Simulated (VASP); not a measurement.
Input of a VASP 6.6.1 run:

File INCAR:

```
  PREC = Accurate
  ENCUT = 520
  EDIFF = 1E-6
  ISMEAR = -1
  SIGMA = 0.05
  LREAL = F
  LASPH = T
  NELM = 60
  ALGO = Normal
  ISIF = 2
  LWAVE = F
  LCHARG = F
  LMAXMIX = 4
  GGA = CA
  NBANDS = 12
```

KPOINTS

```
regular mesh
0
Gamma
  11 11 11
```

The input POSCAR:

```
Au
1.0
    0.0000000000      2.0350000000      2.0350000000
    2.0350000000      0.0000000000      2.0350000000
    2.0350000000      2.0350000000      0.0000000000
Au
1
Direct
    0.0000000000      0.0000000000      0.0000000000
```

KPOINTS_OPT

```
path GXWKGLUWLK,UX
20
line-mode
reciprocal
 0.0000000000  0.0000000000  0.0000000000  G
 0.5000000000  0.0000000000  0.5000000000  X

 0.5000000000  0.0000000000  0.5000000000  X
 0.5000000000  0.2500000000  0.7500000000  W

 0.5000000000  0.2500000000  0.7500000000  W
 0.3750000000  0.3750000000  0.7500000000  K

 0.3750000000  0.3750000000  0.7500000000  K
 0.0000000000  0.0000000000  0.0000000000  G

 0.0000000000  0.0000000000  0.0000000000  G
 0.5000000000  0.5000000000  0.5000000000  L

 0.5000000000  0.5000000000  0.5000000000  L
 0.6250000000  0.2500000000  0.6250000000  U

 0.6250000000  0.2500000000  0.6250000000  U
 0.5000000000  0.2500000000  0.7500000000  W

 0.5000000000  0.2500000000  0.7500000000  W
 0.5000000000  0.5000000000  0.5000000000  L

 0.5000000000  0.5000000000  0.5000000000  L
 0.3750000000  0.3750000000  0.7500000000  K

 0.6250000000  0.2500000000  0.6250000000  U
 0.5000000000  0.0000000000  0.5000000000  X
```

Potentials or basis: VASP PAW LDA potentials, release 64 (Au).

Run with:

```sh
$ cat potpaw_LDA.64/Au/POTCAR > POTCAR
$ mpirun -np 1 vasp_std > vasp.out
```

Problem. Estimate the band gap along the path.

Solution. None (metal or under the smearing width).

Problem. Estimate the pressure.

Solution. -2.6 GPa.

Levels at the corners of the path, in eV from the Fermi level:
```tsv
point	band 3	band 4	band 5	band 6	band 7	band 8
Γ	-4.77	-4.77	-3.21	-3.21	14.47	18.48
X	-2.01	-1.65	-1.65	0.93	5.83	9.94
X	-2.01	-1.65	-1.65	0.93	5.83	9.94
W	-5.26	-3.37	-1.64	4.72	6.29	6.29
W	-5.26	-3.37	-1.64	4.72	6.29	6.29
K	-3.91	-2.92	-2.11	3.82	4.66	7.49
K	-3.91	-2.92	-2.11	3.82	4.66	7.49
Γ	-4.77	-4.77	-3.21	-3.21	14.47	18.48
Γ	-4.77	-4.77	-3.21	-3.21	14.47	18.48
L	-4.81	-1.97	-1.97	-1.06	3.10	13.92
L	-4.81	-1.97	-1.97	-1.06	3.10	13.92
U	-3.91	-2.92	-2.11	3.82	4.66	7.49
U	-3.91	-2.92	-2.11	3.82	4.66	7.49
W	-5.26	-3.37	-1.64	4.72	6.29	6.29
W	-5.26	-3.37	-1.64	4.72	6.29	6.29
L	-4.81	-1.97	-1.97	-1.06	3.10	13.92
L	-4.81	-1.97	-1.97	-1.06	3.10	13.92
K	-3.91	-2.92	-2.11	3.82	4.66	7.49
U	-3.91	-2.92	-2.11	3.82	4.66	7.49
X	-2.01	-1.65	-1.65	0.93	5.83	9.94
```

Caveat: spin-orbit coupling is left out, which moves the levels of the heavy elements.
